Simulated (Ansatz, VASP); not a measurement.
**One calculation of Fe, two programs**

File INCAR:

```
SYSTEM = Fe
  ALGO = Normal
  EDIFF = 1E-8
  ENCUT = 520
  GGA = PE
  ISIF = 2
  ISMEAR = -1
  ISPIN = 2
  LASPH = .True.
  LCHARG = .False.
  LEFG = .True.
  LMAXMIX = 4
  LORBIT = 11
  LREAL = .False.
  LWAVE = .False.
  MAGMOM = 3
  NBANDS = 14
  NELM = 150
  PREC = Accurate
  SIGMA = 0.05
```

The input KPOINTS:

```
k-points
0
Gamma
  18 18 18
  0 0 0
```

The input POSCAR:

```
Fe
1.0
    0.0000000000      1.7528528989      1.7528528989
    1.7528528989      0.0000000000      1.7528528989
    1.7528528989      1.7528528989      0.0000000000
Fe
1
Direct
    0.0000000000      0.0000000000      0.0000000000
```

Input for Ansatz:

```yaml
crystal:
  lattice:
    - [0.0, 1.7528528989, 1.7528528989]
    - [1.7528528989, 0.0, 1.7528528989]
    - [1.7528528989, 1.7528528989, 0.0]
  atoms:
    - { symbol: Fe, position: [0.0, 0.0, 0.0], spin: 3.0 }
magnetization:
  spin_polarized: true
kpoints:
  mp_grid: { grid: [18, 18, 18] }
scf:
  occupations: { method: fermi_dirac, width: 0.05 }
hamiltonian:
  xc: pbe
  pseudopotentials: { kind: paw }
output:
  forces: true
  stress: true
  eigenvalues: true
  efg: { contact_densities: true }
```

Change from the starting cell: volume scaled by 1.02, PAW files.

Alike in both runs: task electric field gradients; functional PBE; k mesh 18 × 18 × 18; occupations fermi-dirac, width 0.05 eV; collinear spin.

```csv
,VASP,Ansatz
version,VASP 6.6.1,Ansatz 0.2.0
potentials or method,"VASP PAW PBE potentials, release 64 (Fe)","PAW with Ansatz's default frozen-core files, scalar-relativistic"
plane-wave cutoff (eV),520,420
valence electrons in the cell,8,16
```

```csv
,VASP,Ansatz,Ansatz less VASP
pressure (GPa),-4.3,-4.1,+0.14
net moment per atom (μB),1.11,1.09,-0.026
size of the moment on the site where the two differ most (μB),1.10,1.10,-0.001
Vzz of the field gradient on the site that differs most (V/Å²),0.0,0.0,0.00
```

Site moments also hang on the region over which each program counts them. The two sets of potentials don't hold the same shells in valence.
